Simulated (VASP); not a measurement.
# W (Im-3m) in VASP: density of states with PBE

Aim: the density of states of W with PBE.

Everything below comes from runs of VASP 6.6.1. Logs are shortened: lines on timing, memory, paths and dates and some standing lists are left out, and cuts for length are marked.

**1. The crystal as given**

Symmetry: Im-3m, No. 229, cubic system. The conventional cell has a = 3.186 Å, b = 3.186 Å, c = 3.186 Å, α = 90.00°, β = 90.00°, γ = 90.00°. Around W (site symmetry m-3m) lie 8 W at 2.76 Å.

**2. Density of states, PBE**

Contents of POSCAR:

```
W                                       
1.0
   -1.5932076511      1.5932076511      1.5932076511
    1.5932076511     -1.5932076511      1.5932076511
    1.5932076511      1.5932076511     -1.5932076511
  W             
     1
Direct
     0.0000000000000000    0.0000000000000000    0.0000000000000000
```

Contents of INCAR.step1:

```
ALGO = Normal
EDIFF = 1E-7
ENCUT = 520
GGA = PE
ISIF = 2
ISMEAR = 0
LASPH = True
LCHARG = True
LMAXMIX = 4
LREAL = False
LWAVE = False
NELM = 60
PREC = Accurate
SIGMA = 0.1
```

Contents of KPOINTS.step1:

```
k-points
0
Gamma
  12 12 12
```

Contents of INCAR.step2:

```
ALGO = Normal
EDIFF = 1E-7
ENCUT = 520
GGA = PE
ICHARG = 11
ISIF = 2
ISMEAR = -5
LASPH = True
LCHARG = False
LMAXMIX = 4
LORBIT = 10
LREAL = False
LWAVE = False
NEDOS = 2001
NELM = 60
PREC = Accurate
SIGMA = 0.1
```

Contents of KPOINTS.step2:

```
k-points
0
Gamma
  18 18 18
```

Potentials or basis: VASP PAW PBE potentials, release 64 (W_sv).

The run is started by

```
> cat potpaw_PBE.64/W_sv/POTCAR > POTCAR
> cp INCAR.step1 INCAR
> cp KPOINTS.step1 KPOINTS
> mpirun -np 1 vasp_std > vasp.out
> cp INCAR.step2 INCAR
> cp KPOINTS.step2 KPOINTS
> mpirun -np 1 vasp_std > vasp.out
```

OUTCAR:

```text
EDIFF = 1E-7
   ENCUT = 520
   GGA = PE
   ICHARG = 11
   ISIF = 2
   ISMEAR = -5
   LASPH = True
   LORBIT = 10
   LREAL = False
   NELM = 60
   PREC = Accurate

 ion  position               nearest neighbor table
   1  0.000  0.000  0.000-

  LATTYP: Found a body centered cubic cell.
 ALAT       =     3.1864153022

  Lattice vectors:

 A1 = (  -1.5932076511,   1.5932076511,   1.5932076511)
 A2 = (   1.5932076511,  -1.5932076511,   1.5932076511)
 A3 = (   1.5932076511,   1.5932076511,  -1.5932076511)

Analysis of symmetry for initial positions (statically):
=====================================================================
 Subroutine PRICEL returns:
 Original cell was already a primitive cell.

 Routine SETGRP: Setting up the symmetry group for a
 body centered cubic supercell.

 Subroutine GETGRP returns: Found 48 space group operations
 (whereof 48 operations were pure point group operations)
 out of a pool of 48 trial point group operations.

The static configuration has the point symmetry O_h .

Analysis of symmetry for dynamics (positions and initial velocities):
=====================================================================
 Subroutine PRICEL returns:
 Original cell was already a primitive cell.

 Routine SETGRP: Setting up the symmetry group for a
 body centered cubic supercell.

 Subroutine GETGRP returns: Found 48 space group operations
 (whereof 48 operations were pure point group operations)
 out of a pool of 48 trial point group operations.

The dynamic configuration has the point symmetry O_h .

 Subroutine INISYM returns: Found 48 space group operations
 (whereof 48 operations are pure point group operations),
 and found     1 'primitive' translations

----------------------------------------------------------------------------------------

                                     Primitive cell

  volume of cell :      16.1762

  direct lattice vectors                    reciprocal lattice vectors
    -1.593207651  1.593207651  1.593207651     0.000000000  0.313832286  0.313832286
     1.593207651 -1.593207651  1.593207651     0.313832286  0.000000000  0.313832286
     1.593207651  1.593207651 -1.593207651     0.313832286  0.313832286  0.000000000

  length of vectors
     2.759516599  2.759516599  2.759516599     0.443825876  0.443825876  0.443825876

  position of ions in fractional coordinates (direct lattice)
     0.000000000  0.000000000  0.000000000

  ion indices of the primitive-cell ions
   primitive index   ion index
                 1           1

----------------------------------------------------------------------------------------

 KPOINTS: k-points

Automatic generation of k-mesh.
 Grid dimensions read from file:
 generate k-points for:   18   18   18

 Generating k-lattice:

  Cartesian coordinates                     Fractional coordinates (reciprocal lattice)
     0.000000000  0.017435127  0.017435127     0.055555556  0.000000000  0.000000000
     0.017435127  0.000000000  0.017435127     0.000000000  0.055555556  0.000000000
     0.017435127  0.017435127  0.000000000     0.000000000  0.000000000  0.055555556

  Length of vectors
     0.024656993  0.024656993  0.024656993

  Shift w.r.t. Gamma in fractional coordinates (k-lattice)
     0.000000000  0.000000000  0.000000000

 TETIRR: Found   6794 inequivalent tetrahedra from    34992

 Subroutine IBZKPT returns following result:
 ===========================================

 Found    195 irreducible k-points:

 Following reciprocal coordinates:
            Coordinates               Weight
  0.000000  0.000000  0.000000      1.000000
  0.055556  0.000000  0.000000     12.000000
  0.111111  0.000000  0.000000     12.000000
  0.166667  0.000000  0.000000     12.000000
  0.222222  0.000000  0.000000     12.000000
  0.277778  0.000000  0.000000     12.000000
[... 16 lines left out ...]
  0.333333  0.111111  0.000000     48.000000
  0.388889  0.111111  0.000000     48.000000
 [... further k-points ...]
   k-points           NKPTS =    195   k-points in BZ     NKDIM =    195   number of bands    NBANDS=     11
   number of dos      NEDOS =   2001   number of ions     NIONS =      1
   total plane-waves  NPLWV =  13824
   dimension x,y,z NGX =    24 NGY =   24 NGZ =   24
   dimension x,y,z NGXF=    48 NGYF=   48 NGZF=   48
   ions per type =               1
   NGX,Y,Z   is equivalent  to a cutoff of  14.46, 14.46, 14.46 a.u.
   NGXF,Y,Z  is equivalent  to a cutoff of  28.92, 28.92, 28.92 a.u.
 SYSTEM =  unknown system
   PREC   = accura    normal or accurate (medium, high low for compatibility)
   ISTART =      0    job   : 0-new  1-cont  2-samecut
   ICHARG =     11    charge: 1-file 2-atom 10-const
   ISPIN  =      1    spin polarized calculation?
   LNONCOLLINEAR =      F non collinear calculations
   LSORBIT =      F    spin-orbit coupling
   LASPH  =      T    aspherical Exc in radial PAW
   ENCUT  =  520.0 eV  38.22 Ry    6.18 a.u.   5.13  5.13  5.13*2*pi/ulx,y,z
   NELM   =     60;   NELMIN=  2; NELMDL=  0     # of ELM steps
   EDIFF  = 0.1E-06   stopping-criterion for ELM
   LREAL  =      F    real-space projection
   EDIFFG = 0.1E-05   stopping-criterion for IOM
   NSW    =      0    number of steps for IOM
   IBRION =     -1    ionic relax: 0-MD 1-quasi-New 2-CG
   NFREE  =      0    steps in history (QN), initial steepest desc. (CG)
   ISIF   =      2    stress and relaxation
   ISYM   =      2    0-nonsym 1-usesym 2-fastsym
   POTIM  = 0.5000    time-step for ionic-motion
   TEBEG  =    0.0;   TEEND  =   0.0 temperature during run
   PSTRESS=    0.0 pullay stress
   NELECT =      14.0000    total number of electrons
   NUPDOWN=      -1.0000    fix difference up-down
   EMIN   =  10.00;   EMAX   =-10.00  energy-range for DOS
   EFERMI =   0.00;   METHOD = LEGACY
   ISMEAR =    -5;   SIGMA  =   0.10  broadening in eV -4-tet -1-fermi 0-gaus
   EFERMI_NEDOS =   21; number of points for ismear=-14 and -15
   IALGO  =     38    algorithm
   IMIX   =      4    mixing-type and parameters
     AMIX     =   0.40;   BMIX     =  1.00
     AMIX_MAG =   1.60;   BMIX_MAG =  1.00
  volume/ion in A,a.u.               =      16.18       109.16
  Fermi-wavevector in a.u.,A,eV,Ry     =   1.560122  2.948202 33.116302  2.433980
  Thomas-Fermi vector in A             =   2.663380
   LORBIT       =     10    0 simple, 1 ext, 2 COOP (PROOUT), +10 PAW based schemes
   GGA     = PE    functional components
   LHFCALC =     F    Hartree Fock is set to
   AEXX    =    0.0000 exact exchange contribution
   IVDW    =     0    specifies the selected vdW correction
   LEPSILON=     F    determine dielectric tensor
   LRPA    =     F    only Hartree local field effects (RPA)
 non-spin polarized calculation
 Fermi weights with tetrahedron method with Bloechl corrections
  energy-cutoff  :      520.00
  volume of cell :       16.18
 maximum number of plane-waves:       466
 NGX is ok and might be reduce to    24

 number of electron      14.0000002 magnetization

 Free energy of the ion-electron system (eV)
  ---------------------------------------------------
  ext. energy  EPLUGINS =         0.00000000
  ---------------------------------------------------
  free energy    TOTEN  =       -12.95473384 eV

  energy without entropy =      -12.95473384  energy(sigma->0) =      -12.95473384

 E-fermi :  11.1770     XC(G=0): -13.5278

 val. band max:       11.3181215986   @ k =   0.4444   0.0000   0.0000
 cond. band min:      11.1070286863   @ k =  -0.2222   0.2778   0.1111
 fundamental gap:     -0.2110929123
 Fermi energy:        11.1770295146

 k-point     1 :       0.0000    0.0000    0.0000
  band No.  band energies     occupation
      1     -63.0686      2.00000
      2     -26.6585      2.00000
      3     -26.6585      2.00000
      4     -26.6585      2.00000
      5       1.6282      2.00000
      6       9.9526      2.00000
      7       9.9526      2.00000
      8       9.9526      2.00000
      9      13.3617      0.00000
     10      13.3617      0.00000
     11      25.6238      0.00000

 k-point     2 :       0.0556    0.0000    0.0000
  band No.  band energies     occupation
      1     -63.0650      2.00000
      2     -26.6976      2.00000
      3     -26.6708      2.00000
      4     -26.6586      2.00000
      5       1.7745      2.00000
      6       9.8637      2.00000
      7       9.9330      2.00000
      8      10.0931      2.00000
      9      13.2190      0.00000
     10      13.3626      0.00000
     11      25.7486      0.00000

 k-point     3 :       0.1111    0.0000    0.0000
  band No.  band energies     occupation
      1     -63.0544      2.00000
      2     -26.8092      2.00000
      3     -26.7059      2.00000
      4     -26.6591      2.00000
      5       2.1975      2.00000
      6       9.6182      2.00000
      7       9.8477      2.00000
      8      10.5101      2.04104
      9      12.9122      0.00000
     10      13.3723      0.00000
     11      26.0596      0.00000

 k-point     4 :       0.1667    0.0000    0.0000
  band No.  band energies     occupation
      1     -63.0382      2.00000
      2     -26.9771      2.00000
      3     -26.7594      2.00000
      4     -26.6599      2.00000
      5       2.8462      2.00000
      6       9.2676      2.00000
      7       9.6543      2.00000
      8      11.1895      0.81530
      9      12.6844      0.00000
     10      13.4078      0.00000
     11      26.3253      0.00000

 k-point     5 :       0.2222    0.0000    0.0000
  band No.  band energies     occupation
      1     -63.0183      2.00000
      2     -27.1782      2.00000
      3     -26.8243      2.00000
      4     -26.6609      2.00000
      5       3.6209      2.00000
      6       8.8727      2.00000
      7       9.4114      2.00000
      8      12.1060     -0.03334
      9      12.6769      0.00000
     10      13.4868      0.00000
     11      26.1334      0.00000
[... 211 lines left out ...]
 k-point    21 :       0.2222    0.1111    0.0000
  band No.  band energies     occupation
      1     -62.9904      2.00000
      2     -27.4145      2.00000
      3     -26.9036      2.00000
      4     -26.7110      2.00000
      5       4.7288      2.00000
      6       8.4975      2.00000
      7       8.9472      2.00000
      8      12.4963     -0.00015
      9      13.8145      0.00000
     10      13.9563      0.00000
     11      25.4619      0.00000

 k-point    22 :       0.2778    0.1111    0.0000
  band No.  band energies     occupation
      1     -62.9716      2.00000
      2     -27.5760      2.00000
      3     -26.9797      2.00000
      4     -26.7142      2.00000
      5       5.2378      2.00000
      6       8.1888      2.00000
      7       9.1922      2.00000
      8      12.7734      0.00000
      9      14.0579      0.00000
     10      15.1179      0.00000
     11      24.1954      0.00000

 k-point    23 :       0.3333    0.1111    0.0000
  band No.  band energies     occupation
      1     -62.9562      2.00000
      2     -27.7047      2.00000
      3     -27.0424      2.00000
      4     -26.7164      2.00000
      5       5.4223      2.00000
      6       7.9629      2.00000
      7       9.8240      2.00116
      8      13.0458      0.00000
      9      14.1946      0.00000
     10      16.3806      0.00000
     11      22.9211      0.00000

 k-point    24 :       0.3889    0.1111    0.0000
  band No.  band energies     occupation
      1     -62.9461      2.00000
      2     -27.7874      2.00000
      3     -27.0834      2.00000
      4     -26.7177      2.00000
      5       5.4311      2.00000
      6       7.8244      2.00000
      7      10.5338      2.03992
      8      13.1267      0.00000
      9      14.4149      0.00000
     10      17.3961      0.00000
     11      21.7849      0.00000

 [... further k-points ...]
[... 5 lines left out ...]
  --------------------------------------------------------------------------------------
  -------------------------------------------------------------------------------------
  Total       -0.0062199     -0.0062199     -0.0062199      0.0000000      0.0000000      0.0000000
  in kB       -0.6160495     -0.6160495     -0.6160495      0.0000000      0.0000000      0.0000000
  external PRESSURE =      -0.6160495 kB  Pullay stress =       0.0000000 kB

 VOLUME and BASIS-vectors are now :
 -----------------------------------------------------------------------------
  energy-cutoff  :      520.00
  volume of cell :       16.18
      direct lattice vectors                 reciprocal lattice vectors
    -1.593207651  1.593207651  1.593207651     0.000000000  0.313832286  0.313832286
     1.593207651 -1.593207651  1.593207651     0.313832286  0.000000000  0.313832286
     1.593207651  1.593207651 -1.593207651     0.313832286  0.313832286  0.000000000

 POSITION                                       TOTAL-FORCE (eV/Angst)
 -----------------------------------------------------------------------------------
      0.00000      0.00000      0.00000         0.000000      0.000000      0.000000
 -----------------------------------------------------------------------------------
    total drift:                               -0.000000      0.000000     -0.000000

  FREE ENERGIE OF THE ION-ELECTRON SYSTEM (eV)
  ---------------------------------------------------
  free  energy   TOTEN  =       -12.9547338361 eV

  energy  without entropy=      -12.9547338361  energy(sigma->0) =      -12.95473384

 total charge

# of ion       s       p       d       tot
------------------------------------------
    1        2.396   6.335   3.317  12.048
```

It took 23 s on 1 thread of Intel Xeon Platinum 8375C at 2.90GHz (Ice Lake), shared host; peak memory 0.16 GiB.

Results:

```
Valence electrons inside the program's atomic spheres : W 12.05
```

States per cell in windows of 1 eV (zero at the Fermi level; states under -8 eV left out):
| from (eV) | total | W1_d | W1_p | W1_s |
| --- | --- | --- | --- | --- |
| -8.0 | 0.11 | 0.00 | 0.01 | 0.04 |
| -7.0 | 0.27 | 0.05 | 0.02 | 0.08 |
| -6.0 | 0.74 | 0.30 | 0.03 | 0.12 |
| -5.0 | 0.91 | 0.48 | 0.05 | 0.07 |
| -4.0 | 1.11 | 0.75 | 0.06 | 0.01 |
| -3.0 | 1.26 | 0.82 | 0.09 | 0.02 |
| -2.0 | 1.14 | 0.70 | 0.11 | 0.02 |
| -1.0 | 0.37 | 0.21 | 0.05 | 0.01 |
| 0.0 | 0.65 | 0.49 | 0.03 | 0.01 |
| 1.0 | 1.03 | 0.83 | 0.02 | 0.01 |
| 2.0 | 1.48 | 1.28 | 0.02 | 0.02 |
| 3.0 | 1.19 | 0.98 | 0.05 | 0.04 |
| 4.0 | 0.49 | 0.37 | 0.04 | 0.02 |
| 5.0 | 0.32 | 0.24 | 0.03 | 0.01 |
| 6.0 | 0.31 | 0.19 | 0.05 | 0.02 |
| 7.0 | 0.36 | 0.17 | 0.06 | 0.07 |

Caveat: tetrahedron occupations give inexact forces and stress in metals. The run has no spin-orbit coupling, so splittings on W are missing.
